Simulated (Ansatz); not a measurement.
## Ca: frozen-core PAW against all-electron methods

```yaml
crystal:
  lattice:
    - [-2.24000, 2.24000, 2.24000]
    - [2.24000, -2.24000, 2.24000]
    - [2.24000, 2.24000, -2.24000]
  atoms:
    - { symbol: Ca, position: [0.00000, 0.00000, 0.00000] }
```

The cell is a measured one (Crystallography Open Database entry 9011034); the temperature and pressure of the measurement aren't taken into account, and nothing was relaxed. It was measured hot, at 740 K.

Levels of theory: DFT, LDA, PAW with Ansatz's default frozen-core files, scalar-relativistic (Ansatz 0.2.0); DFT, LDA, all-electron LAPW, scalar-relativistic (Ansatz 0.2.0).

For PAW: a Γ-centred 10×10×10 k mesh, Fermi–Dirac smearing of 0.05 eV, cutoff 420 eV, no spin polarisation; the PAW files were made with PBE, and the program remakes their frozen cores for this functional. LAPW targets a basis error of 0.25 meV/atom. The Ansatz runs share mesh, smearing and spin set-up. Plane-wave (PAW) pressures include the program's estimate of the Pulay term.

Stress and pressure are positive in compression.

Levels count from the Fermi level.

```tsv
quantity	PAW	LAPW
pressure (GPa)	-2.48	-2.48
highest filled level at N (eV)	-0.039	-0.038
lowest empty level at N (eV)	1.190	1.189
highest filled level at H (eV)	-23.116	-23.106
lowest empty level at H (eV)	0.061	0.060
highest filled level at Γ (eV)	-3.966	-3.967
lowest empty level at Γ (eV)	2.053	2.053
```

PAW's pressure differs from the LAPW value by about 0.01 GPa or less.
